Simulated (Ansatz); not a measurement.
SnO2:

```
CELL_PARAMETERS angstrom
-5.37331 5.37331 1.61623
5.37331 -5.37331 1.61623
5.37331 5.37331 -1.61623
ATOMIC_POSITIONS crystal
Sn 0.35108 0.83107 0.18214
Sn 0.83107 0.64892 0.47999
Sn 0.16893 0.35108 0.52001
Sn 0.64892 0.16893 0.81786
O 0.20560 0.15493 0.36053
O 0.84507 0.20560 0.05067
O 0.79440 0.84507 0.63947
O 0.15493 0.79440 0.94933
O 0.16104 0.54296 0.70400
O 0.54296 0.83896 0.38192
O 0.45704 0.16104 0.61808
O 0.83896 0.45704 0.29600
```

Measurements of this composition are mostly on another form, of space group No. 136.

Base run:

| Property | Result |
| --- | --- |
| Program | Ansatz 0.2.0 |
| Functional | r2SCAN |
| Potentials or basis | Ansatz PAW |
| Cutoff | 500 eV |
| Density cutoff | 2000 eV |
| k mesh | 9 × 9 × 9 |
| Occupations | fermi-dirac, width 0.05 eV |
| Spin | no spin polarisation |

Its results: band gap on the k mesh 2.33 eV, indirect (least direct gap 2.44 eV); pressure -6.3 GPa; largest force 0.792 eV/Å.

**Question.** The run is repeated on the same cell with these changes: functional from r2SCAN to BLYP; cutoff from 500 eV to 420 eV; density cutoff from 2000 eV to 1680 eV. What comes out?

**Answer.** Band gap on the k mesh 1.77 eV, indirect (least direct gap 1.86 eV); pressure 3.7 GPa; largest force 0.213 eV/Å.

r2SCAN gives the wider gap, since meta-GGAs in the generalised Kohn-Sham scheme recover part of the derivative discontinuity.

Caveats: spin-orbit coupling is left out, which moves the levels of the heavy elements; the PAW data sets come from PBE, with cores solved anew for the run's functional, which leaves a small shift of forces and pressure; the potentials were made for another functional, which shifts forces and pressure (some runs).

Not every run made on this cell is shown here.
